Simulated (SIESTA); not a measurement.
SnSe:

```
Sn Se
1.0
    11.42000    0.00000    0.00000
     0.00000    4.19000    0.00000
     0.00000    0.00000    4.46000
Sn Se
4 4
Direct
  0.87700 0.75000 0.90900
  0.62300 0.25000 0.40900
  0.37700 0.75000 0.59100
  0.12300 0.25000 0.09100
  0.64300 0.75000 0.98400
  0.85700 0.25000 0.48400
  0.14300 0.75000 0.51600
  0.35700 0.25000 0.01600
```

Base run:

- Program: SIESTA 5.4.2
- Functional: PBE
- Potentials or basis: PseudoDojo 0.4 standard (PBE files)
- Basis: DZP (energy shift 0.002 Ry)
- Grid cutoff: 500 Ry
- Energy shift: 0.002 Ry
- k mesh: 3 × 6 × 6
- Occupations: fermi-dirac, width 0.05 eV
- Spin: no spin polarisation

Its results: band gap on the k mesh 0.55 eV, indirect (least direct gap 0.71 eV); pressure 4.9 GPa; largest force 0.808 eV/Å.

Task: After a change of settings the same cell gave: band gap on the k mesh 0.54 eV, indirect (least direct gap 0.74 eV); pressure 3.6 GPa; largest force 0.573 eV/Å. Which change was it?
A. functional from PBE to revPBE
B. functional from PBE to BP86
C. functional from PBE to AM05; potentials or basis from PseudoDojo 0.4 standard (PBE files) to PseudoDojo 0.4 standard (PBEsol files)
D. potentials or basis from PseudoDojo 0.4 standard (PBE files) to SG15 1.2 NC or PseudoDojo by element (PBE files); valence electrons from 120 to 80

Result: D.

Caveats: semicore shells carry a single zeta, which can move pressures by several GPa and volumes by a few percent; spin-orbit coupling is left out, which moves the levels of the heavy elements; the basis of atomic orbitals isn't converged, which shifts pressures, moduli and gaps.

Not every run made on this cell is shown here.
